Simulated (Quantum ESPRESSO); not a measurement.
## Au under changes of volume

One of the cells (20.761 Å³/atom); the others are scaled copies at fixed shape and fractional positions:

```
CELL_PARAMETERS angstrom
2.74841 0.00000 0.00000
0.00000 2.74841 0.00000
0.00000 0.00000 2.74841
ATOMIC_POSITIONS crystal
Au 0.50000 0.50000 0.50000
```

The cell was built by a generator and needn't be a form met in nature.

| Quantity | Value |
| --- | --- |
| Program | Quantum ESPRESSO 7.5 |
| Functional | PBE |
| Potentials or basis | SSSP 1.3 efficiency PBE |
| Cutoff | 816 eV |
| Density cutoff | 3265 eV |
| k mesh | 10 × 10 × 10 |
| Occupations | fermi-dirac, width 0.05 eV |
| Spin | no spin polarisation |

```tsv
volume (Å³/atom)	energy over the lowest point (meV/atom)	pressure (GPa)
19.515	?	?
19.930	10.48	4.3
20.346	2.17	1.9
20.761	0.00	-0.4
21.176	3.36	-2.3
21.591	11.61	-4.1
22.006	24.08	-5.6
```

Problem. What does the run at 19.515 Å³/atom give?

Solution. Energy over the lowest point 25.43 meV/atom; pressure 7.0 GPa.

Worked out: A Birch-Murnaghan fit of order 3 (a polynomial in V^(-2/3)) to the other rows has its minimum at 20.71 Å³/atom with B0 = V·E''(V) = 107 GPa and B' = 5.1. It gives 25.81 meV/atom at 19.515 Å³/atom, against the run's 25.43, and -dE/dV = 7.4 GPa, against 7.0.

Energies are extrapolated to zero smearing.
